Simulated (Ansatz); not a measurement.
## Trial inputs on Hg

All trials start from this Ansatz input:

```yaml
crystal:
  lattice:
    - [0.0, 2.3919113801, 2.3919113801]
    - [2.3919113801, 0.0, 2.3919113801]
    - [2.3919113801, 2.3919113801, 0.0]
  atoms:
    - { symbol: Hg, position: [0.0, 0.0, 0.0] }
basis:
  ecutwfc: 420
kpoints:
  mp_grid: { grid: [8, 8, 8] }
hamiltonian:
  xc: pbe
scf:
  occupations: { method: gaussian, width: 0.1 }
output:
  forces: true
  stress: true
  eigenvalues: true
```

Command:

```bash
ansatz run input.yaml --threads 1 --pin off --max-ram 1331MiB --backend cpu --events-out ev --progress --plain --runs-dir out
```

The run converges in 6 SCF iterations on 29 irreducible k-points: pressure 1.78 GPa, no gap.

Settings here are deliberately varied, not converged. Each trial's input is given as a difference from the reference's; energies are extrapolated to zero smearing where there is one, and pressure is positive in compression.

Problem. Trial 1 (strained):

```diff
 crystal:
   lattice:
-    - [0.0, 2.3919113801, 2.3919113801]
-    - [2.3919113801, 0.0, 2.3919113801]
-    - [2.3919113801, 2.3919113801, 0.0]
+    - [0.0311660853, 2.3655555416, 2.35427853]
+    - [2.4075080318, -0.0105238062, 2.3959684214]
+    - [2.3711141519, 2.3708515532, 0.0258700737]
   atoms:
-    - { symbol: Hg, position: [0.0, 0.0, 0.0] }
+    - { symbol: Hg, position: [0.0, 0.0, 0.0], spin: 5.0 }
 kpoints:
-  mp_grid: { grid: [8, 8, 8] }
+  mp_grid: { grid: [4, 4, 4] }
 hamiltonian:
-  xc: pbe
+  xc: blyp
 scf:
+  lower_state_search: "off"
 output:
+  populations: true
+magnetization:
+  spin_polarized: true
```

What happens?

Solution. The run converges in 14 SCF iterations on 36 irreducible k-points: pressure 4.27 GPa, no gap, cell moment 0.00 μB. It warns that the starting moments were lost.

Problem. Trial 2:

```diff
 basis:
-  ecutwfc: 420
+  ecutwfc: 270
```

What happens?

Solution. The run converges in 6 SCF iterations on 29 irreducible k-points: energy 560 meV per atom above the reference, pressure 2.37 GPa, no gap. It warns that the cutoff lies under the recommended one, 420 eV for these potentials.

Problem. Trial 3 (volume scaled):

```diff
 crystal:
   lattice:
-    - [0.0, 2.3919113801, 2.3919113801]
-    - [2.3919113801, 0.0, 2.3919113801]
-    - [2.3919113801, 2.3919113801, 0.0]
+    - [0.0, 2.4765821857, 2.4765821857]
+    - [2.4765821857, 0.0, 2.4765821857]
+    - [2.4765821857, 2.4765821857, 0.0]
 basis:
-  ecutwfc: 420
+  ecutrho_ratio: 8
 scf:
+  lower_state_search: "off"
```

What happens?

Solution. The run converges in 6 SCF iterations on 29 irreducible k-points: energy 16.3 meV per atom below the reference, pressure 0.14 GPa, no gap.

Problem. Trial 4:

```diff
 kpoints:
-  mp_grid: { grid: [8, 8, 8] }
+  mp_grid: { grid: [8, 8, 8], shift: [0.5, 0.5, 0] }
+  band_path: { path: [[0, 0, 0], [0.5, 0, 0], [0.5, 0.5, 0.5]], npoints: 4 }
 hamiltonian:
-  xc: pbe
+  xc: rpbe
```

What happens?

Solution. The run converges in 6 SCF iterations on 56 irreducible k-points: pressure 3.26 GPa, no gap. It warns that the mesh lowers the symmetry.

Problem. Trial 5:

```diff
 basis:
-  ecutwfc: 420
+  ecutwfc: "16 Ha"
 scf:
-  occupations: { method: gaussian, width: 0.1 }
+  occupations: { method: gaussian, width: 0.01 }
```

What happens?

Solution. The run converges in 6 SCF iterations on 29 irreducible k-points: energy 0.22 meV per atom below the reference, pressure 1.79 GPa, no gap.

Problem. Trial 6:

```diff
 scf:
-  occupations: { method: gaussian, width: 0.1 }
+  occupations: { method: fixed }
+  mixing: { algorithm: anderson, ndim: 3, preconditioner: local_kerker }
+  max_iter: 98
```

What happens?

Solution. The run converges in 6 SCF iterations on 29 irreducible k-points: energy 14.3 meV per atom above the reference, pressure 2.46 GPa, no gap. It warns that bands overlap at the filling; that the bands looked metallic on the way.